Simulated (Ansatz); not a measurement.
**Ionic part of the dielectric constant of AlP at 4 GPa, mode by mode**

Method: Ansatz, DFT PBE, scalar-relativistic, plane waves, PAW. Plane waves to 420 eV; Γ-centred k mesh 10×10×10; fixed occupations. No spin polarisation. Phonons by linear response, acoustic sum rule imposed.

It takes space group F-43m (No. 216, cubic). Conventional cell: a = 5.428 Å, b = 5.428 Å, c = 5.428 Å, α = 90.00°, β = 90.00°, γ = 90.00°. Al (site symmetry -43m) is surrounded by 4 P at 2.35 Å. Around P (site symmetry -43m) lie 4 Al at 2.35 Å.

The primitive cell has V = 39.97 Å³ and ε∞,zz = 8.059. Each polar mode adds Δε = (4.92064×10⁷/V)·S/ν² along z, with S its oscillator strength in e²/amu, ν in cm⁻¹ and V in Å³.

Question: From these modes, find each Δε and ε0,zz.
```
ν (cm⁻¹) S_zz (e²/amu)
   449.7         0.3415
```

Answer:
```
ν (cm⁻¹)    Δε
   449.7  2.08
```

The sum is 2.078, so ε0,zz = 10.14; the run's tensor has 10.14.

Question: Where do the longitudinal modes lie for a wave vector along z?

Answer: At 504 cm⁻¹. The Lyddane–Sachs–Teller product Π(ν_LO/ν_TO)² = 1.26 matches ε0/ε∞ = 1.26.

Cost: 1 run of about 0.78 core-minutes, on Intel Xeon Processor @ 2.70GHz (shared hosts).

The static dielectric response of AlP is mainly electronic: the lattice adds only 2.08 to an ε∞ of 8.059. This is typical of a polar covalent semiconductor. The tetrahedral sp³ bonds are readily polarised, while the moderate electronegativity difference between Al and P gives the optical mode a limited dipole. The stiff bonds also limit the ionic term by restraining the displacement of the ions in a static field; the light atoms raise the transverse frequency, but they raise the oscillator strength in proportion to its square, so the masses cancel from the static term. Cubic symmetry makes the zz value representative of every direction.

The longitudinal mode is raised to 504 cm⁻¹ by the macroscopic field that accompanies it, a shift held down by strong electronic screening. The Lyddane–Sachs–Teller agreement confirms internal consistency, but is not an independent test of accuracy. Semilocal functionals usually underestimate the gap and so overestimate electronic polarisability, which suggests that ε∞, and with it ε0, is somewhat too large. A single pressure cannot show how compression changes the balance between bond stiffening and charge transfer.
